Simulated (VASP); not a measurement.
# CaO (Fm-3m) in VASP: Born charges and dielectric tensor with LDA

Aim: the Born charges and dielectric tensor of CaO with LDA.

Program: VASP 6.6.1. These are calculated values, not measurements. Logs are shortened: lines on timing, memory, paths and dates and some standing lists are left out, and cuts for length are marked.

## Step 1: Starting point

The structure is cubic, space group Fm-3m (No. 225). Conventional cell: a = 4.774 Å, b = 4.774 Å, c = 4.774 Å, α = 90.00°, β = 90.00°, γ = 90.00°. Ca (site symmetry m-3m) has 6 O at 2.39 Å as nearest neighbours. O (site symmetry m-3m) has 6 Ca at 2.39 Å as nearest neighbours.

## Step 2: Born charges and dielectric tensor, LDA

Contents of INCAR:

```
SYSTEM = CaO
  PREC = Accurate
  ENCUT = 600
  EDIFF = 1E-8
  ISMEAR = 0
  SIGMA = 0.02
  LREAL = .FALSE.
  LASPH = .TRUE.
  NELM = 60
  ALGO = Normal
  ISIF = 2
  LWAVE = .FALSE.
  LCHARG = .FALSE.
  GGA = CA
  LEPSILON = .TRUE.
  IBRION = 8
  NSW = 1
```

Contents of KPOINTS:

```
regular mesh
0
G
  8 8 8
  0 0 0
```

Contents of POSCAR:

```
CaO
1.0
    0.0000000000      2.3871300000      2.3871300000
    2.3871300000      0.0000000000      2.3871300000
    2.3871300000      2.3871300000      0.0000000000
Ca O
1 1
Direct
    0.0000000000      0.0000000000      0.0000000000
    0.5000000000      0.5000000000      0.5000000000
```

Potentials or basis: VASP PAW LDA potentials, release 64 (Ca_sv, O).

Run with:

```console
$ cat potpaw_LDA.64/Ca_sv/POTCAR potpaw_LDA.64/O/POTCAR > POTCAR
$ mpirun -np 1 vasp_std > vasp.out
```

OUTCAR:

```text
SYSTEM = CaO
   PREC = Accurate
   ENCUT = 600
   EDIFF = 1E-8
   ISMEAR = 0
   LREAL = .FALSE.
   LASPH = .TRUE.
   NELM = 60
   ISIF = 2
   GGA = CA
   LEPSILON = .TRUE.
   IBRION = 8
   NSW = 1

 ion  position               nearest neighbor table
   1  0.000  0.000  0.000-   2 2.39   2 2.39   2 2.39   2 2.39   2 2.39   2 2.39
   2  0.500  0.500  0.500-   1 2.39   1 2.39   1 2.39   1 2.39   1 2.39   1 2.39

  LATTYP: Found a face centered cubic cell.
 ALAT       =     4.7742600000

  Lattice vectors:

 A1 = (   0.0000000000,   2.3871300000,   2.3871300000)
 A2 = (   2.3871300000,   0.0000000000,   2.3871300000)
 A3 = (   2.3871300000,   2.3871300000,   0.0000000000)

Analysis of symmetry for initial positions (statically):
=====================================================================
 Subroutine PRICEL returns:
 Original cell was already a primitive cell.

 Routine SETGRP: Setting up the symmetry group for a
 face centered cubic supercell.

 Subroutine GETGRP returns: Found 48 space group operations
 (whereof 48 operations were pure point group operations)
 out of a pool of 48 trial point group operations.

The static configuration has the point symmetry O_h .

Analysis of symmetry for dynamics (positions and initial velocities):
=====================================================================
 Subroutine PRICEL returns:
 Original cell was already a primitive cell.

 Routine SETGRP: Setting up the symmetry group for a
 face centered cubic supercell.

 Subroutine GETGRP returns: Found 48 space group operations
 (whereof 48 operations were pure point group operations)
 out of a pool of 48 trial point group operations.

The dynamic configuration has the point symmetry O_h .

 Subroutine INISYM returns: Found 48 space group operations
 (whereof 48 operations are pure point group operations),
 and found     1 'primitive' translations
[... 593 lines left out ...]
     0.01911  0.00000  0.00000
    -0.00000 -0.01086  0.00000
     0.00000  0.00000 -0.01086

 MACROSCOPIC STATIC DIELECTRIC TENSOR (including local field effects in DFT)
 ------------------------------------------------------
           3.858826     0.000000    -0.000000
           0.000000     3.858826    -0.000000
           0.000000     0.000000     3.858826
 ------------------------------------------------------

 PIEZOELECTRIC TENSOR (including local field effects)  for field in x, y, z        (e  Angst)
          XX          YY          ZZ          XY          YZ          ZX
  --------------------------------------------------------------------------------
  x     0.00000     0.00000     0.00000     0.00000     0.00000     0.00000
  y     0.00000     0.00000     0.00000     0.00000     0.00000     0.00000
  z     0.00000     0.00000     0.00000     0.00000     0.00000     0.00000

 PIEZOELECTRIC TENSOR (including local field effects)  for field in x, y, z        (C/m^2)
          XX          YY          ZZ          XY          YZ          ZX
  --------------------------------------------------------------------------------
  x     0.00000     0.00000     0.00000     0.00000     0.00000     0.00000
  y     0.00000     0.00000     0.00000     0.00000     0.00000     0.00000
  z     0.00000     0.00000     0.00000     0.00000     0.00000     0.00000

 BORN EFFECTIVE CHARGES (including local field effects) (in |e|, cummulative output)
 ---------------------------------------------------------------------------------
 ion    1
    1     2.36135     0.00000    -0.00000
    2     0.00000     2.36135     0.00000
    3    -0.00000     0.00000     2.36135
 ion    2
    1    -2.36135     0.00000     0.00000
    2     0.00000    -2.36135    -0.00000
    3     0.00000    -0.00000    -2.36135

 INTERNAL STRAIN TENSOR FOR ION    2 for displacements in x,y,z  (eV/Angst):
          X           Y           Z          XY          YZ          ZX
  --------------------------------------------------------------------------------
  x     0.00000     0.00000     0.00000     0.00000     0.00000     0.00000
  y     0.00000     0.00000     0.00000     0.00000     0.00000     0.00000
  z     0.00000     0.00000     0.00000     0.00000     0.00000     0.00000

 SECOND DERIVATIVES (NOT SYMMETRIZED)
 ------------------------------------
               1X          1Y          1Z          2X          2Y          2Z
  1X    -3.020435    0.000000    0.000000    3.020435    0.000000    0.000000
  1Y     0.000000   -3.020435    0.000000    0.000000    3.020435    0.000000
  1Z     0.000000    0.000000   -3.020435    0.000000    0.000000    3.020435
  2X     2.995535    0.000000    0.000000   -2.995535    0.000000    0.000000
  2Y     0.000000    2.995535    0.000000    0.000000   -2.995535    0.000000
  2Z     0.000000    0.000000    2.995535    0.000000    0.000000   -2.995535

 Eigenvectors and eigenvalues of the dynamical matrix
 ----------------------------------------------------

   1 f  =    8.010993 THz    50.334551 2PiTHz  267.217947 cm-1    33.130788 meV
             X         Y         Z           dx          dy          dz
      0.000000  0.000000  0.000000     0.535732   -0.000000   -0.000000
      2.387130  2.387130  2.387130    -0.844388   -0.000000   -0.000000
[... 21 lines left out ...]
   6 f/i=    0.014999 THz     0.094241 2PiTHz    0.500311 cm-1     0.062031 meV
             X         Y         Z           dx          dy          dz
      0.000000  0.000000  0.000000     0.031308   -0.371131   -0.757808
      2.387130  2.387130  2.387130     0.019863   -0.235469   -0.480801

--------------------------------------------------------------------------------------------------------

 MACROSCOPIC STATIC DIELECTRIC TENSOR IONIC CONTRIBUTION
 ------------------------------------------------------
          12.329611    -0.000000     0.000000
          -0.000000    12.329611     0.000000
           0.000000     0.000000    12.329611
 ------------------------------------------------------

 ELASTIC MODULI CONTR FROM IONIC RELAXATION (kBar)
 Direction    XX          YY          ZZ          XY          YZ          ZX
 --------------------------------------------------------------------------------
 XX           0.0000      0.0000      0.0000      0.0000      0.0000      0.0000
 YY           0.0000      0.0000      0.0000      0.0000      0.0000      0.0000
 ZZ           0.0000      0.0000      0.0000      0.0000      0.0000      0.0000
 XY           0.0000      0.0000      0.0000      0.0000      0.0000      0.0000
 YZ           0.0000      0.0000      0.0000      0.0000      0.0000      0.0000
 ZX           0.0000      0.0000      0.0000      0.0000      0.0000      0.0000
 --------------------------------------------------------------------------------

 PIEZOELECTRIC TENSOR IONIC CONTR  for field in x, y, z        (C/m^2)
          XX          YY          ZZ          XY          YZ          ZX
  --------------------------------------------------------------------------------
  x     0.00000     0.00000     0.00000     0.00000     0.00000     0.00000
  y     0.00000     0.00000     0.00000     0.00000     0.00000     0.00000
  z     0.00000     0.00000     0.00000     0.00000     0.00000     0.00000
```

OSZICAR:

```text
N       E                     dE             d eps       ncg     rms          rms(c)
DAV:   1     0.139902819935E+03    0.13990E+03   -0.93014E+03   696   0.152E+03
DAV:   2    -0.867899769021E+01   -0.14858E+03   -0.13950E+03   824   0.354E+02
DAV:   3    -0.156723595004E+02   -0.69934E+01   -0.69440E+01   876   0.797E+01
[... 12 lines left out ...]
RMM:  10    -0.357276416496E+00   -0.48149E-07    0.20434E-06  3236   0.738E-04    0.304E-05
RMM:  11    -0.357276556003E+00   -0.13951E-06    0.11826E-06  3282   0.334E-04    0.192E-05
RMM:  12    -0.357276808415E+00   -0.25241E-06   -0.31210E-08  3089   0.170E-04    0.737E-06
RMM:  13    -0.357276751951E+00    0.56464E-07    0.52075E-07  3216   0.821E-05    0.339E-06
RMM:  14    -0.357276779965E+00   -0.28014E-07   -0.18004E-07  3248   0.420E-05    0.222E-06
RMM:  15    -0.357276782906E+00   -0.29417E-08    0.85790E-08  3233   0.211E-05    0.113E-06
 Linear response finished
```

Wall time 4.4 min (1 thread of AMD EPYC 9R45 (Zen 5), shared host); peak memory 0.17 GiB.

What came out:

```
Band gap on the k mesh                                  : 3.45 eV, indirect (least direct gap 3.82 eV)
Electronic dielectric tensor (diagonal)                 : 3.86
Born charges (mean of the diagonal)                     : Ca +2.36; O -2.36 e
Highest phonon frequency at Γ, LO-TO splitting left out : 267 cm⁻¹
```

Phonon frequencies in cm⁻¹ (negative: imaginary):
```tsv
q point	frequencies
(0.000, 0.000, 0.000)	-1 -1 -1 267 267 267
```

Electronic dielectric tensor:
```
3.86 0.00 0.00
0.00 3.86 0.00
0.00 0.00 3.86
```

Born effective charge tensors (e):
atom 1, Ca
```
2.36 0.00 0.00
0.00 2.36 0.00
0.00 0.00 2.36
```
atom 2, O
```
-2.36  0.00  0.00
 0.00 -2.36  0.00
 0.00  0.00 -2.36
```

A k mesh can miss the band edges.
